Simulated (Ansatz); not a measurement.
**PbSe (Fm-3m), one atom moved over a plane**

Computed with DFT PBE, scalar-relativistic, plane waves, PAW in Ansatz. The runs took a 420 eV cutoff, a Γ-centred 10×10×10 mesh and Gaussian smearing (0.03 eV). Spin–orbit coupling is left out, which matters for the heavy elements here. No spin polarisation. Energies are free energies at this smearing, counted from the undisturbed cell; pressure is positive in compression.

Reference structure (as given, not relaxed at this level; it stands at 2.4 GPa):

```xyz
2
Lattice="0.0000 3.0621 3.0621 3.0621 0.0000 3.0621 3.0621 3.0621 0.0000" Properties=species:S:1:pos:R:3 pbc="T T T"
Pb    0.0000    0.0000    0.0000
Se    3.0621    3.0621    3.0621
```

Atom 2 (Se) is moved by p along (0.707, 0.707, 0.000) and q along (0.000, 0.000, 1.000) (Å), all else fixed. Points are written (p, q).

Energy above the undisturbed cell in eV/cell (a dash: not computed):

| p \ q | -0.200 | -0.100 | 0.000 | 0.100 | 0.200 |
| --- | --- | --- | --- | --- | --- |
| -0.200 | 0.04 | 0.02 | 0.02 | 0.02 | 0.04 |
| -0.100 | 0.02 | 0.01 | 0.00 | 0.01 | 0.02 |
| 0.000 | 0.02 | 0.00 | 0.00 | 0.00 | 0.02 |
| 0.100 | 0.02 | 0.01 | 0.00 | 0.01 | 0.02 |
| 0.200 | 0.04 | 0.02 | 0.02 | 0.02 | 0.04 |

Pressure in GPa:

```
 p \ q  -0.200  -0.100  0.000  0.100  0.200
-0.200     3.5     3.1    2.9    3.1    3.5
-0.100     3.1     2.6    2.5    2.6    3.1
 0.000     2.9     2.5    2.4    2.5    2.9
 0.100     3.1     2.6    2.5    2.6    3.1
 0.200     3.5     3.1    2.9    3.1    3.5
```

Gap on the k-mesh in eV:

| p \ q | -0.200 | -0.100 | 0.000 | 0.100 | 0.200 |
| --- | --- | --- | --- | --- | --- |
| -0.200 | 0.45 | 0.45 | 0.36 | 0.45 | 0.45 |
| -0.100 | 0.42 | 0.35 | 0.31 | 0.35 | 0.42 |
| 0.000 | 0.67 | 0.42 | 0.29 | 0.42 | 0.67 |
| 0.100 | 0.42 | 0.35 | 0.31 | 0.35 | 0.42 |
| 0.200 | 0.45 | 0.45 | 0.36 | 0.45 | 0.45 |